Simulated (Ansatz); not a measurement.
**ScHO2: ¹⁷O NMR of the central transition**

Cell: a computed structure from the Materials Project (it need not be an observed phase), taken as it stands.

Space group Pnma (No. 62); a = 10.3150, b = 3.2196, c = 4.7673 Å.

| site | Wyckoff | site symmetry | x | y | z |
| --- | --- | --- | --- | --- | --- |
| Sc | 4c | .m. | 0.3557 | 0.2500 | 0.4276 |
| H | 4c | .m. | 0.5925 | 0.2500 | 0.1140 |
| O9 | 4c | .m. | 0.6941 | 0.2500 | 0.8186 |
| O13 | 4c | .m. | 0.5598 | 0.2500 | 0.3090 |

One atom of each set is listed.

Method: Kohn–Sham DFT in Ansatz, r2SCAN, plane waves and PAW, scalar-relativistic, 500 eV cutoff, Γ-centred 2×6×4 k-points, Fermi–Dirac smearing 0.02 eV.

¹⁷O has I = 5/2 and Q = -25.58 mb (Pyykkö 2018); at 18.8 T its Larmor frequency is ν₀ = 108.6 MHz. Only the quadrupole interaction is simulated: positions count from each site's isotropic chemical shift, and J coupling is left out, as are shift anisotropy and dipolar coupling, which fast spinning averages.

The O sites: O9 (4 atoms; 3 Sc at 2.06 Å; also 1 H at 1.76 Å); O13 (4 atoms; 1 H at 0.99 Å, 3 Sc at 2.18–2.22 Å; also 1 Sc at 3.25 Å).

Fitted components of the simulated spectrum:

```csv
component,|C_Q| (MHz),η
A,0.382,0.43
B,5.88,0.03
```

**Question.** Which site most likely gives which component?

**Answer.** By the calculation, A is O9, B is O13. At O9 V_zz stands upright on the plane through its three neighbours (within 12°). At O13 V_zz points along its shortest bond, to H (within 3°). Like point charges on the first shell alone (each adding as 1/d³) would give the same order.
